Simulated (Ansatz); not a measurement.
Set up this calculation in Ansatz 0.2.0, as the native input.

```
Task                : relaxation of cell and atoms
Functional          : RPBE
Potentials or basis : Ansatz PAW
Cutoff              : 420 eV (not typed: the program's choice for these potentials)
k mesh              : 9 × 9 × 5
Occupations         : fermi-dirac, width 0.05 eV
Spin                : no spin polarisation
```

The system is Ga2O3.

```
CELL_PARAMETERS angstrom
6.10700 -1.51855 0.00000
6.10700 1.51855 0.00000
-1.38599 0.00000 5.63001
ATOMIC_POSITIONS crystal
Ga 0.34134 0.34134 0.68598
Ga 0.65866 0.65866 0.31402
Ga 0.90950 0.90950 0.20540
Ga 0.09050 0.09050 0.79460
O 0.50410 0.50410 0.74340
O 0.49590 0.49590 0.25660
O 0.82670 0.82670 0.43680
O 0.17330 0.17330 0.56320
O 0.83550 0.83550 0.89020
O 0.16450 0.16450 0.10980
```

These files were run (other wordings do the same):

input.yaml

```yaml
crystal:
  lattice:
    - [6.107, -1.51855, 0.0]
    - [6.107, 1.51855, 0.0]
    - [-1.3859888959, 0.0, 5.630008738]
  atoms:
    - { symbol: Ga, position: [0.34134, 0.34134, 0.68598] }
    - { symbol: Ga, position: [0.65866, 0.65866, 0.31402] }
    - { symbol: Ga, position: [0.9095, 0.9095, 0.2054] }
    - { symbol: Ga, position: [0.0905, 0.0905, 0.7946] }
    - { symbol: O, position: [0.5041, 0.5041, 0.7434] }
    - { symbol: O, position: [0.4959, 0.4959, 0.2566] }
    - { symbol: O, position: [0.8267, 0.8267, 0.4368] }
    - { symbol: O, position: [0.1733, 0.1733, 0.5632] }
    - { symbol: O, position: [0.8355, 0.8355, 0.8902] }
    - { symbol: O, position: [0.1645, 0.1645, 0.1098] }
hamiltonian:
  xc: rpbe
  pseudopotentials: { kind: paw }
kpoints:
  mp_grid: { grid: [9, 9, 5] }
scf:
  occupations: { method: fermi_dirac, width: 0.05 }
output:
  forces: true
  stress: true
  eigenvalues: true
relax:
  f_tol: 0.01
  max_steps: 40
  cell: { stress_tol: 0.05 }
```

Potentials or basis: Ansatz PAW.

The run is started by

```sh
$ ansatz run input.yaml --threads 4 --pin off --max-ram 11264MiB --backend cpu --events-out ev --progress --plain --runs-dir out
```

It gave:

```
Relaxed volume                         : 11.28 Å³/atom
Relaxed cell                           : a = 6.486 Å, b = 6.486 Å, c = 5.929 Å, α = 103.28°, β = 103.28°, γ = 27.73°
Space group after relaxing (to 0.05 Å) : C2/m (No. 12)
Energy gained by relaxing              : 34.5 meV/atom
Ionic steps                            : 10
Pressure after relaxing                : 0.0 GPa
Band gap on the k mesh                 : 1.90 eV, indirect (least direct gap 1.92 eV)
```

Caveat: odd divisions of the mesh miss points on the zone boundary, where band edges often lie, so the gap on the mesh can be too wide; the plane-wave basis is chosen anew once the cell has moved, so the energies of steps on either side of that aren't comparable; the pressure holds a Pulay correction of +0.6 GPa for the finite cutoff; the PAW data sets come from PBE, with cores solved anew for the run's functional, which leaves a small shift of forces and pressure.

Run time: 110 s on 4 threads of Arm Neoverse V1, with other jobs on the host, peak memory 0.82 GiB.
